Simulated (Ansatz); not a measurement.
**TePb: band structure with PBE**

Crystal: TePb.

```xyz
2
Lattice="4.0023 0.0000 0.0000 0.0000 4.0023 0.0000 0.0000 0.0000 4.0023" Properties=species:S:1:pos:R:3 pbc="T T T"
Pb    0.0000    0.0000    0.0000
Te    2.0011    2.0011    2.0011
```

Measurements of this composition are mostly on another form, of space group No. 225.

* Program: Ansatz 0.2.0
* Task: band structure
* Functional: PBE
* Potentials or basis: Ansatz PAW
* Cutoff: 420 eV (not typed: the program's choice for these potentials)
* k mesh: 7 × 7 × 7
* Occupations: fermi-dirac, width 0.05 eV
* Spin: no spin polarisation
* Path: [["G", "X", "M", "G", "R", "X"], ["M", "R"]]
* Points for each segment of the path: 14

* Pressure: 0.0 GPa
* Band gap on the k mesh: none (metal or under the smearing width)

Levels at the corners of the path, in eV from the Fermi level:
```csv
point,band 13,band 14,band 15,band 16,band 17,band 18
Γ,-1.56,-1.56,-1.56,4.03,4.03,5.24
X,-0.77,-0.15,-0.15,0.19,2.33,2.33
M,-4.38,-4.38,0.22,3.51,3.71,3.71
Γ,-1.56,-1.56,-1.56,4.03,4.03,5.24
R,-2.47,-2.47,-2.47,-1.04,-1.04,-1.04
X,-0.77,-0.15,-0.15,0.19,2.33,2.33
M,-4.38,-4.38,0.22,3.51,3.71,3.71
R,-2.47,-2.47,-2.47,-1.04,-1.04,-1.04
```

Wall time 2.4 s on 2 threads of Intel(R) Xeon(R) Processor @ 2.70GHz, on a shared host, peak memory 0.37 GiB.

Caveat: spin-orbit coupling is left out, which moves the levels of the heavy elements.
